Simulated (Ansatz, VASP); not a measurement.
# PbO in VASP and in Ansatz

```
Pb O
1.0
     3.97440    0.00000    0.00000
     0.00000    3.97440    0.00000
     0.00000    0.00000    5.02200
Pb O
2 2
Direct
  0.00000 0.50000 0.23510
  0.50000 0.00000 0.76490
  0.00000 0.00000 0.02489
  0.50000 0.50000 0.02489
```

Change from the starting cell: all O atoms moved +0.125 Å, as atom 3 along Cartesian [0 0 1].

Alike in both runs: task single point; functional LDA; k mesh 8 × 8 × 6; occupations gaussian, width 0.05 eV; no spin polarisation.

|  | VASP | Ansatz |
| --- | --- | --- |
| version | VASP 6.6.1 | Ansatz 0.2.0 |
| potentials or method | VASP PAW LDA potentials, release 64 (Pb_d, O) | scalar-relativistic, plane waves, PAW |
| plane-wave cutoff (eV) | 520 | 420 |
| valence electrons in the cell | 40 | 40 |

Ansatz gave:

```
gap on the k mesh at the Fermi level (eV)       : 1.16
least direct gap on the mesh (eV)               : 2.14
pressure (GPa)                                  : -1.5
largest component of the traceless stress (GPa) : 0.33
rms of the force components (eV/Å)              : 0.592
```

**Question.** Estimate VASP's values.

**Answer.** gap on the k mesh at the Fermi level (eV): 1.14; least direct gap on the mesh (eV): 2.15; pressure (GPa): -1.2; largest component of the traceless stress (GPa): 0.34; rms of the force components (eV/Å): 0.595.

Atom by atom the forces differ by 0.030 eV/Å (rms over components).

Caveats: spin-orbit coupling is left out, which as a rule narrows the gap of such compounds by several tenths of an eV; forces of over 1 eV/Å show positions far from the minimum, so gaps and moduli don't describe the material at rest. A k mesh can miss the band edges.
